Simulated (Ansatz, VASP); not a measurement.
**One calculation of NaH, two programs**

```xyz
2
Lattice="2.9324 0.0000 0.0000 0.0000 2.9324 0.0000 0.0000 0.0000 2.9324" Properties=species:S:1:pos:R:3 pbc="T T T"
Na    0.0000    0.0000    0.0000
H     1.4662    1.4662    1.4662
```

The cell was built by a generator and needn't be a form met in nature.

Alike in both runs: task single point; functional PBE; k mesh 6 × 6 × 6; no spin polarisation.

|  | VASP | Ansatz |
| --- | --- | --- |
| version | VASP 6.6.1 | Ansatz 0.2.0 |
| potentials or method | VASP PAW PBE potentials, release 64 (Na_pv, H) | plane waves, PAW |
| plane-wave cutoff (eV) | 520 | 420 |
| occupations | gaussian, width 0.01 eV | fixed |
| valence electrons in the cell | 8 | 10 |

```tsv
	VASP	Ansatz	Ansatz less VASP
gap on the k mesh at the Fermi level (eV)	1.03	1.03	+0.002
pressure (GPa)	0.8	0.8	+0.07
```

The two sets of potentials don't hold the same shells in valence.

A k mesh can miss the band edges. Expect the measured gap to be larger: semilocal functionals such as PBE lack the derivative discontinuity.
